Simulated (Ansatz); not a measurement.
Data:

Li₂O:
```cif
data_Li2O
_chemical_formula_sum 'O1 Li2'
_space_group_name_H-M_alt 'P 1'
_space_group_IT_number 1
_cell_length_a 3.17773
_cell_length_b 3.17773
_cell_length_c 3.17773
_cell_angle_alpha 60.000
_cell_angle_beta 60.000
_cell_angle_gamma 60.000
loop_
_space_group_symop_operation_xyz
  'x, y, z'
loop_
_atom_site_label
_atom_site_type_symbol
_atom_site_fract_x
_atom_site_fract_y
_atom_site_fract_z
_atom_site_occupancy
O1 O 0.00000 0.00000 0.00000 1
Li1 Li 0.25000 0.25000 0.25000 1
Li2 Li 0.75000 0.75000 0.75000 1
```

This is the LDA-relaxed structure.

Problem. All from DFT-LDA in the program Ansatz with PAW potentials, unless another level is named. Give the formation energy from the elements (no fitted shifts).

Solution. -2.00 eV/atom.

Problem. And the hole effective mass, band 3 of 3 at the edge?

Solution. 0.97 along [100], 0.64 along [110], 0.57 along [111] (mₑ).

Problem. Next, the hole effective mass, band 2 of 3 at the edge?

Solution. 1.6 along [100], 1.6 along [110], 3.9 along [111] (mₑ).

Problem. Next, the weight of the conduction-edge state by species (Voronoi cells)?

Solution. Li 81 %, O 19 %.

Problem. Give the weight of the valence-edge state by species (Voronoi cells).

Solution. O 88 %, Li 12 %.

Problem. Next, the conduction-band minimum?

Solution. at X (3 equivalent valleys).

Space group Fm-3m (anti-fluorite). The cell was relaxed with LDA under the symmetry of its start. The references are the lowest solids computed at this level, not always the standard phases (solids in place of the gases).

Potentials: the later of the program's two PAW sets.

Edges and masses are those of Kohn–Sham bands, whose gap is no quasiparticle gap.
